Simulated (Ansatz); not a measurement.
Reaction (ligand exchange at the Si–O bond): `N=C(N)O[SiH3]` + `OBN[SiH3]` → `OBN([SiH3])[SiH3]` + `N=C(N)O`

Program: Ansatz. Geometries: PBE0-D4/def2-TZVP. ΔE: electronic, gas phase. CCSD(T)/CBS adds triple-zeta CCSD(T) − MP2 to the extrapolated MP2 energy (def2 sets, frozen cores). Functionals use def2-TZVPP. B3LYP here is the variant with VWN-RPA as its local correlation; programs differ in this. One conformer a species, not always the lowest.

(1) Is it downhill or uphill in electronic energy at CCSD(T)/CBS, and by how much? (Estimate.)

(2) What do these levels give: B3LYP-D4, ωB97M-V, PBE0, HF/def2-QZVPP, MP2/def2-QZVPP, CCSD/CBS(def2)? (Best estimate.)

Largest T1 diagnostic among the species: 0.013.

Results:

(1) Ansatz gave: Uphill: ΔE = +31.9 kJ/mol.

(2) The calculation gave: B3LYP-D4 35.6, ωB97M-V 31.7, PBE0 31.4, HF/def2-QZVPP 43.7, MP2/def2-QZVPP 31.0, CCSD/CBS(def2) 33.5 kJ/mol.

In def2-TZVPP, CCSD(T) changes the Hartree–Fock value by −11.8 kJ/mol (the triples alone add −1.6 kJ/mol) and MP2 by −12.7 kJ/mol. The D4 term adds −4.6 kJ/mol with B3LYP and −2.5 kJ/mol with PBE0; it sums over pairs of atoms, weighted by their polarisabilities, and B3LYP, whose exchange is more repulsive, gets the larger term.
